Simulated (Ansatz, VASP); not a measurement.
Al in VASP and in Ansatz

The input INCAR:

```
PREC     = Accurate       # precision mode
ENCUT    = 520            # plane-wave cutoff, eV
EDIFF    = 1E-6           # SCF threshold, eV
ISMEAR   = 0              # smearing method
SIGMA    = 0.1            # smearing width, eV
LREAL    = False          # projectors in reciprocal space
LASPH    = True           # aspherical terms in the spheres
NELM     = 60             # most SCF steps
ALGO     = Normal         # electronic algorithm
ISIF     = 2              # what is computed and relaxed
LWAVE    = False          # write WAVECAR
LCHARG   = False          # write CHGCAR
GGA      = PE             # functional
NBANDS   = 8              # bands
```

The input KPOINTS:

```
regular mesh
0
Gamma
  8 8 8
```

Contents of POSCAR:

```
Al
1.0
    0.0000000000      1.9229614833      1.9229614833
    1.9229614833      0.0000000000      1.9229614833
    1.9229614833      1.9229614833      0.0000000000
Al
1
Direct
    0.0000000000      0.0000000000      0.0000000000
```

Input for Ansatz:

```yaml
crystal:
  lattice:
    - [0.0, 1.9229614833, 1.9229614833]
    - [1.9229614833, 0.0, 1.9229614833]
    - [1.9229614833, 1.9229614833, 0.0]
  atoms:
    - { symbol: Al, position: [0.0, 0.0, 0.0] }
basis:
  ecutwfc: 420
kpoints:
  mp_grid: { grid: [8, 8, 8] }
hamiltonian:
  xc: pbe
scf:
  occupations: { method: gaussian, width: 0.1 }
output:
  forces: true
  stress: true
  eigenvalues: true
```

Alike in both runs: task single point; functional PBE; k mesh 8 × 8 × 8; occupations gaussian, width 0.1 eV; no spin polarisation.

|  | VASP | Ansatz |
| --- | --- | --- |
| version | VASP 6.6.1 | Ansatz 0.2.0 |
| potentials or method | VASP PAW PBE potentials, release 64 (Al) | scalar-relativistic, plane waves, PAW |
| plane-wave cutoff (eV) | 520 | 420 |
| valence electrons in the cell | 3 | 3 |

```tsv
	VASP	Ansatz	Ansatz less VASP
gap on the k mesh at the Fermi level (eV)	none	none	-
pressure (GPa)	16.5	16.5	+0.03
```

A gap of «none» marks a metal or a gap that the smearing closes. With one functional, cell and mesh, what is left measures potentials, basis and numerics.

Caveats: so large a pressure means that the cell lies far from this level's equilibrium, or that cutoff or potentials fall short (VASP).
